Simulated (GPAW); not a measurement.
# Pb (Fd-3m) in GPAW: convergence with smearing width (eV)

Aim: find how far smearing width (eV) must go before the results for Pb settle, at RPBE. This setting moves, with any that are tied to it; all else stays.

Program: GPAW 26.7.0. These are calculated values, not measurements. Logs are shortened: lines on timing, memory, paths and dates and some standing lists are left out, and cuts for length are marked. The log counts tension as positive stress, the text compression.

**1. Starting point**

Symmetry: Fd-3m, No. 227, cubic system. The conventional cell has a = 6.878 Å, b = 6.878 Å, c = 6.878 Å, α = 90.00°, β = 90.00°, γ = 90.00°. Pb (site symmetry -43m) has 4 Pb at 2.98 Å as nearest neighbours.

This isn't the form of Pb at room conditions, which is fcc.

**2. With smearing width (eV) 0.5**

File run.py:

```python
from ase import Atoms
from ase.dft.bandgap import bandgap
from ase.io import write
from ase.units import GPa
from gpaw import GPAW, PW

atoms = Atoms(['Pb', 'Pb'],
              cell=[[0.0, 3.4390000555, 3.4390000555],
                    [3.4390000555, 0.0, 3.4390000555],
                    [3.4390000555, 3.4390000555, 0.0]],
              scaled_positions=[[0.25, 0.25, 0.25],
                                [0.0, 0.0, 0.0]],
              pbc=True)

calc = GPAW(mode=PW(600),
            xc='RPBE',
            kpts={'size': (7, 7, 7), 'gamma': True},
            occupations={'name': 'fermi-dirac', 'width': 0.5},
            nbands=24,
            convergence={'density': 1e-05, 'energy': 1e-05},
            maxiter=100,
            txt='gpaw.txt')
atoms.calc = calc
energy = atoms.get_potential_energy()
forces = atoms.get_forces()
stress = atoms.get_stress()
calc.write('gs.gpw')
write('result.traj', atoms)
print(f'Energy: {energy:.6f} eV')
print('Forces (eV/A):')
print(forces.round(4))
print('Stress (GPa):', (stress / GPa).round(3))
print('Fermi level:', round(calc.get_fermi_level(), 4), 'eV')
print(f'Gap: {bandgap(calc)[0]:.4f} eV, direct: {bandgap(calc, direct=True)[0]:.4f} eV')
```

Potentials or basis: the program's PAW data sets (release 1.2.1) made for this functional, pw.

Started as:

```
$ OMP_NUM_THREADS=1 python run.py
```

Run time: 25 s. Hardware: 1 thread of Arm Neoverse V1, shared host; peak memory 0.18 GiB.

What came out:

| Quantity | Value |
| --- | --- |
| Free energy | -6.7305 eV |
| Pressure | 4.6 GPa |
| Band gap on the k mesh | none (metal or under the smearing width) |

**3. With smearing width (eV) 0.3**

run.py, as its differences from that of step 2:

```diff
@@ -17,3 +17,3 @@
             kpts={'size': (7, 7, 7), 'gamma': True},
-            occupations={'name': 'fermi-dirac', 'width': 0.5},
+            occupations={'name': 'fermi-dirac', 'width': 0.3},
             nbands=24,
```

Potentials or basis: the program's PAW data sets (release 1.2.1) made for this functional, pw.

Started as:

```
$ OMP_NUM_THREADS=1 python run.py
```

It took 25 s on 1 thread of Arm Neoverse V1, shared host; peak memory 0.18 GiB.

What came out:

- Free energy: -6.4830 eV
- Pressure: 3.7 GPa
- Band gap on the k mesh: none (metal or under the smearing width)

**4. With smearing width (eV) 0.2**

run.py, as its differences from that of step 3:

```diff
@@ -17,3 +17,3 @@
             kpts={'size': (7, 7, 7), 'gamma': True},
-            occupations={'name': 'fermi-dirac', 'width': 0.3},
+            occupations={'name': 'fermi-dirac', 'width': 0.2},
             nbands=24,
```

Started as:

```
$ OMP_NUM_THREADS=1 python run.py
```

Run time: 25 s. Hardware: 1 thread of Arm Neoverse V1, shared host; peak memory 0.18 GiB.

It converged, with:

```yaml
Free_energy: -6.4227 eV
Pressure: 3.4 GPa
Band_gap_on_the_k_mesh: none (metal or under the smearing width)
```

**5. With smearing width (eV) 0.15**

run.py, as its differences from that of step 4:

```diff
@@ -17,3 +17,3 @@
             kpts={'size': (7, 7, 7), 'gamma': True},
-            occupations={'name': 'fermi-dirac', 'width': 0.2},
+            occupations={'name': 'fermi-dirac', 'width': 0.15},
             nbands=24,
```

Started as:

```
$ OMP_NUM_THREADS=1 python run.py
```

Wall time 25 s (1 thread of Arm Neoverse V1, shared host); peak memory 0.18 GiB.

The run converged. Its results:

```yaml
Free_energy: -6.4055 eV
Pressure: 3.3 GPa
Band_gap_on_the_k_mesh: none (metal or under the smearing width)
```

**6. With smearing width (eV) 0.1**

run.py, as its differences from that of step 5:

```diff
@@ -17,3 +17,3 @@
             kpts={'size': (7, 7, 7), 'gamma': True},
-            occupations={'name': 'fermi-dirac', 'width': 0.15},
+            occupations={'name': 'fermi-dirac', 'width': 0.1},
             nbands=24,
```

Potentials or basis: the program's PAW data sets (release 1.2.1) made for this functional, pw.

Started as:

```
$ OMP_NUM_THREADS=1 python run.py
```

Wall time 26 s (1 thread of Arm Neoverse V1, shared host); peak memory 0.18 GiB.

It converged, with:

```yaml
Free_energy: -6.3948 eV
Pressure: 3.3 GPa
Band_gap_on_the_k_mesh: none (metal or under the smearing width)
```

**7. With smearing width (eV) 0.05**

run.py, as its differences from that of step 6:

```diff
@@ -17,3 +17,3 @@
             kpts={'size': (7, 7, 7), 'gamma': True},
-            occupations={'name': 'fermi-dirac', 'width': 0.1},
+            occupations={'name': 'fermi-dirac', 'width': 0.05},
             nbands=24,
```

Started as:

```
$ OMP_NUM_THREADS=1 python run.py
```

Run time: 25 s. Hardware: 1 thread of Arm Neoverse V1, shared host; peak memory 0.18 GiB.

It converged, with:

* Free energy: -6.3878 eV
* Pressure: 3.3 GPa
* Band gap on the k mesh: none (metal or under the smearing width)

**8. With smearing width (eV) 0.025**

run.py, as its differences from that of step 7:

```diff
@@ -17,3 +17,3 @@
             kpts={'size': (7, 7, 7), 'gamma': True},
-            occupations={'name': 'fermi-dirac', 'width': 0.05},
+            occupations={'name': 'fermi-dirac', 'width': 0.025},
             nbands=24,
```

Started as:

```
$ OMP_NUM_THREADS=1 python run.py
```

Run time: 25 s. Hardware: 1 thread of Arm Neoverse V1, shared host; peak memory 0.18 GiB.

Results (log left out):

| Item | Value |
| --- | --- |
| Free energy | -6.3852 eV |
| Pressure | 3.3 GPa |
| Band gap on the k mesh | none (metal or under the smearing width) |

**9. With smearing width (eV) 0.01**

run.py, as its differences from that of step 8:

```diff
@@ -17,3 +17,3 @@
             kpts={'size': (7, 7, 7), 'gamma': True},
-            occupations={'name': 'fermi-dirac', 'width': 0.025},
+            occupations={'name': 'fermi-dirac', 'width': 0.01},
             nbands=24,
```

Potentials or basis: the program's PAW data sets (release 1.2.1) made for this functional, pw.

Started as:

```
$ OMP_NUM_THREADS=1 python run.py
```

gpaw.txt:

```text
__  _  _
 | _ |_)|_||  |
 |__||  | ||/\| - 26.7.0

Input parameters:
  mode=PW(ecut=600.0),
  convergence={'density': 1e-05, 'energy': 1e-05},
  kpts=MonkhorstPack(size=(7, 7, 7), gamma=True),
  maxiter=100,
  nbands=24,
  occupations=Occupations(name='fermi-dirac', width=0.01),
  xc=XC(name='RPBE')

Diagonalizing LCAO Hamiltonian
Converting LCAO to pw mode

             Pb

       Pb

Atoms  # Å, Bohr magnetons
|   | symbol |        x |        y |        z |    initial magnetic moments |
|---|--------|----------|----------|----------|-----------------------------|
| 0 |     Pb | 1.719500 | 1.719500 | 1.719500 | ( 0.0000,  0.0000,  0.0000) |
| 1 |     Pb | 0.000000 | 0.000000 | 0.000000 | ( 0.0000,  0.0000,  0.0000) |

Unit cell  # Å
| periodic |        x |        y |        z |  lengths |    angles |
|----------|----------|----------|----------|----------|-----------|
|      yes | 0.000000 | 3.439000 | 3.439000 | 4.863481 | 60.000000 |
|      yes | 3.439000 | 0.000000 | 3.439000 | 4.863481 | 60.000000 |
|      yes | 3.439000 | 3.439000 | 0.000000 | 4.863481 | 60.000000 |

Number of symmetries: 24
Symmetry operations  # r_c * U_cc + t_c -> r_c
|    | kind |            matrix            |
|----|------|------------------------------|
|  0 |  E   |  1, 0, 0,  0, 1, 0,  0, 0, 1 |
|  1 |  σ   |  1, 0, 0,  0, 0, 1,  0, 1, 0 |
|  2 |  σ   |  1, 0,-1,  0, 1,-1,  0, 0,-1 |
|  3 |  C3  |  1, 0,-1,  0, 0,-1,  0, 1,-1 |
|  4 |  C3  |  1,-1, 0,  0,-1, 1,  0,-1, 0 |
|  5 |  σ   |  1,-1, 0,  0,-1, 0,  0,-1, 1 |
|  6 |  σ   |  0, 1, 0,  1, 0, 0,  0, 0, 1 |
|  7 |  C3  |  0, 1, 0,  0, 0, 1,  1, 0, 0 |
|  8 |  C2  |  0, 1,-1,  1, 0,-1,  0, 0,-1 |
|  9 |  S4  |  0, 1,-1,  0, 0,-1,  1, 0,-1 |
| 10 |  C3  |  0, 0, 1,  1, 0, 0,  0, 1, 0 |
| 11 |  σ   |  0, 0, 1,  0, 1, 0,  1, 0, 0 |
| 12 |  S4  |  0, 0,-1,  1, 0,-1,  0, 1,-1 |
| 13 |  C3  |  0, 0,-1,  0, 1,-1,  1, 0,-1 |
| 14 |  S4  |  0,-1, 1,  1,-1, 0,  0,-1, 0 |
| 15 |  C2  |  0,-1, 1,  0,-1, 0,  1,-1, 0 |
| 16 |  C3  |  0,-1, 0,  1,-1, 0,  0,-1, 1 |
| 17 |  S4  |  0,-1, 0,  0,-1, 1,  1,-1, 0 |
| 18 |  S4  | -1, 1, 0, -1, 0, 1, -1, 0, 0 |
| 19 |  C3  | -1, 1, 0, -1, 0, 0, -1, 0, 1 |
| 20 |  C3  | -1, 0, 1, -1, 1, 0, -1, 0, 0 |
| 21 |  S4  | -1, 0, 1, -1, 0, 0, -1, 1, 0 |
| 22 |  σ   | -1, 0, 0, -1, 1, 0, -1, 0, 1 |
| 23 |  C2  | -1, 0, 0, -1, 0, 1, -1, 1, 0 |

BZ-sampling:
  Number of BZ points: 343
  Number of IBZ points: 20

  Monkhorst-Pack size: [7, 7, 7]
  Monkhorst-Pack shift: [0, 0, 0]

K-points  # in reciprocal-cell coordinates
|     |                                coordinates |     weight |
|-----|--------------------------------------------|------------|
|   0 | (  0.00000000,   0.00000000,   0.00000000) | 0.00291545 |
|   1 | (  0.14285714,   0.14285714,   0.00000000) | 0.01749271 |
|   2 | (  0.14285714,   0.14285714,   0.14285714) | 0.02332362 |
|   3 | (  0.28571429,   0.14285714,   0.14285714) | 0.03498542 |
|   4 | (  0.28571429,   0.28571429,   0.00000000) | 0.01749271 |
|   5 | (  0.28571429,   0.28571429,   0.14285714) | 0.06997085 |
|   6 | (  0.28571429,   0.28571429,   0.28571429) | 0.02332362 |
|   7 | (  0.42857143,  -0.28571429,  -0.28571429) | 0.03498542 |
|   8 | (  0.42857143,   0.28571429,  -0.42857143) | 0.13994169 |
|   9 | (  0.42857143,   0.28571429,  -0.28571429) | 0.06997085 |
| ... |                                            |            |
|  19 | (  0.42857143,   0.42857143,   0.42857143) | 0.02332362 |

Plane wave coefficients: 2734
Cutoff: 600.0 eV

Spin-components: 1 (collinear spins)
Bands:           24
Projectors:      12
Spin-degeneracy: 2
Datatype:        complex128

Parallelization:
  kpt:    1
  domain: 1
  band:   1

Density:
  Valence electrons: 28.0
  Components: 1
  Grid points: [28 28 28]
  Charge: 0.0  # |e|

Potential:
  Grid points: [28 28 28]

species:
  Pb:
    name:    Lead
    Z:       82.0
    valence: 14
    core:    68
    charge:  0.0  # [|e|]
    compensation charges:
      type: gauss
      rc: 0.38  # [Å]
      lmax: 2
    cutoffs:
      filter: 2.36  # [Å]
      core: 2.43  # [Å]
    projectors
    | kind |    occ | energy [eV] | rcut [Å] |
    |------|--------|-------------|----------|
    |   6s |  2.000 |     -11.900 |    1.259 |
    |   6p |  2.000 |      -3.434 |    1.275 |
    |   5d | 10.000 |     -21.207 |    1.217 |
    |    s |        |      15.312 |    1.259 |
    |    p |        |      23.777 |    1.275 |
    |    d |        |       6.004 |    1.217 |

    Using partial waves for Pb as LCAO basis

Reference energy: -1134580.049078  # eV

eigensolver:
  PPCG
  Converge bands: occupied
  niter=2

density mixing:
  MSR1-Mixer
  Pratt-step length: 0.05
  Maximum mixing coefficient: 0.75
  Old densities: 10
  SVD Regularization: 0.005
  Good broyden scale: 1.0
  Trust region scale: 1.0
  Backstep threshold: 4.0
  History deletion threshold: 6.0
  Fourier metric: weight=20.0, sigma=0.015

occupation numbers:
  Fermi-Dirac:
    width: 0.0100  # eV

poisson solver:
  ecut: 4800.0  # eV

xc functional:
  name: RPBE with 2 nearest neighbor stencil

convergence criteria:
- Maximum integral of absolute [dens]ity change: 1e-05 electrons / valence electron
- Maximum [total energy] change in last 3 cyles: 1e-05 eV / valence electron
- Maximum integral of absolute [eigenst]ate change: 4e-08 eV^2 / valence electron
maximum number of iterations: 100

SCF iterations
|iter     | |      energy | eigst |  dens |
|---------|-|-------------|-------|-------|
|iter:   1| |   -6.356762 | +0.01 |       |
|iter:   2| |   -6.368184 | -1.84 | -1.54 |
|iter:   3| |   -6.372177 | -2.30 | -1.57 |
|iter:   4| |   -6.382045 | -2.94 | -1.98 |
|iter:   5| |   -6.384199 | -3.72 | -2.42 |
|iter:   6| |   -6.384235 | -5.10 | -3.39 |
|iter:   7| |   -6.384238c| -6.06 | -4.03 |
|iter:   8| |   -6.384239c| -6.88 | -4.46 |
|iter:   9| |   -6.384239c| -7.83c| -5.08c|

Converged in 9 steps
Energy contributions relative to reference atoms: (reference = -1134580.049078)

Energy contributions:
  Kinetic:          18.916607
  Coulomb:         -18.205804
  Zero:              0.031100
  External:          0.000000
  Xc:               -7.125942
  Entropy:          -0.000398
  Spinorbit:         0.000000
  ----------------------------
  Free energy:      -6.384438
  Extrapolated:     -6.384239

dipole moment: (-33.167661, -33.167661, -33.167661)  # |e|*Ang

Fermi level: 4.743
Eigenvalues  # (at kpt = [0.000, 0.000, 0.000])
| band index |      eig [eV] | occ [0-2] |
|------------|---------------|-----------|
|          0 |       -12.512 |     2.000 |
|        ... |               |           |
|          4 |       -12.439 |     2.000 |
|          5 |       -12.008 |     2.000 |
|          6 |       -12.008 |     2.000 |
|          7 |       -12.008 |     2.000 |
|          8 |       -11.986 |     2.000 |
|          9 |       -11.986 |     2.000 |
[... 8 lines left out ...]
|         18 |         9.084 |     0.000 |
|         19 |        12.848 |     0.000 |
|        ... |               |           |
|         23 |        13.165 |     0.000 |

No gap
No difference between direct/indirect transitions

Forces  # eV/Ang
|        x |       y |        z |
|----------|---------|----------|
| -0.00000 | 0.00000 |  0.00000 |  # Pb   0
| -0.00000 | 0.00000 | -0.00000 |  # Pb   1

Stress tensor  # eV/Ang^3
|         x |         y |         z |
|-----------|-----------|-----------|
| -0.020498 |  0.000000 | -0.000000 |
|  0.000000 | -0.020498 |  0.000000 |
| -0.000000 |  0.000000 | -0.020498 |

# Writing to gs.gpw (mode='')
```

Wall time 25 s (1 thread of Arm Neoverse V1, shared host); peak memory 0.18 GiB.

What came out:

```yaml
Free_energy: -6.3844 eV
Pressure: 3.3 GPa
Band_gap_on_the_k_mesh: none (metal or under the smearing width)
```

**10. Summary**

```csv
smearing width (eV),"energy less the tightest run, at zero smearing (meV/atom)",pressure (GPa),SCF cycles,CPU time (s),peak memory (GiB)
0.5,37.29,4.56,9,25,0.18
0.3,10.66,3.69,9,25,0.18
0.2,1.79,3.43,9,25,0.18
0.15,-0.46,3.35,9,25,0.18
0.1,-1.06,3.30,9,26,0.18
0.05,-0.29,3.29,9,25,0.18
0.025,-0.03,3.29,9,25,0.18
0.01,0.00,3.28,9,25,0.18
```

Against the tightest run, the energy stays within 1 meV/atom from 0.05 on; the pressure stays within 0.1 GPa from 0.15 on. Narrower smearing needs a denser k mesh, so at a fixed mesh the narrowest width isn't the most accurate. The tightest run that finished is the yardstick and may itself not be fully converged.
